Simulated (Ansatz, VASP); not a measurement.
# Ru in VASP and in Ansatz

The input INCAR:

```
ALGO = Normal
EDIFF = 1E-7
ENCUT = 520
GGA = PS
ISIF = 2
ISMEAR = -1
LASPH = T
LCHARG = F
LREAL = F
LWAVE = F
NBANDS = 21
NELM = 80
PREC = Accurate
SIGMA = 0.03
```

Contents of KPOINTS:

```
k-points
0
Gamma
  14 14 8
```

File POSCAR:

```
Ru
1.0
    2.6510333155      0.0000000000      0.0000000000
   -1.3255166578      2.2958621976      0.0000000000
    0.0000000000      0.0000000000      4.1952333309
Ru
2
Direct
    0.3333333333      0.6666666667      0.2500000000
    0.6666666667      0.3333333333      0.7500000000
```

Input for Ansatz:

```yaml
crystal:
  lattice:
    - [2.6510333155, 0.0, 0.0]
    - [-1.3255166578, 2.2958621976, 0.0]
    - [0.0, 0.0, 4.1952333309]
  atoms:
    - { symbol: Ru, position: [0.3333333333, 0.6666666667, 0.25] }
    - { symbol: Ru, position: [0.6666666667, 0.3333333333, 0.75] }
kpoints:
  mp_grid: { grid: [14, 14, 8] }
scf:
  occupations: { method: fermi_dirac, width: 0.03 }
hamiltonian:
  xc: pbesol
  pseudopotentials: { kind: all_electron, lapw: { basis_error: 0.0005 } }
output:
  forces: true
  stress: true
  eigenvalues: true
```

Change from the starting cell: volume scaled by 0.9405.

Alike in both runs: task single point; functional PBEsol; k mesh 14 × 14 × 8; occupations fermi-dirac, width 0.03 eV; no spin polarisation.

|  | VASP | Ansatz |
| --- | --- | --- |
| version | VASP 6.6.1 | Ansatz 0.2.0 |
| potentials or method | VASP PAW PBE potentials, release 64 (Ru_pv) | all-electron LAPW, scalar-relativistic |
| plane-wave cutoff (eV) | 520 | see its input |

Ansatz gave:

```
pressure (GPa)                                  : 16.3
largest component of the traceless stress (GPa) : 0.66
```

Question: Estimate VASP's values.

Answer: Pressure (GPa): 16.4; largest component of the traceless stress (GPa): 0.61.

Ansatz ran all-electron here, so the differences hold the error of VASP's frozen core and of both bases.

Caveats: so large a pressure means that the cell lies far from this level's equilibrium, or that cutoff or potentials fall short (VASP); the potentials were made for another functional, which shifts forces and pressure (VASP).
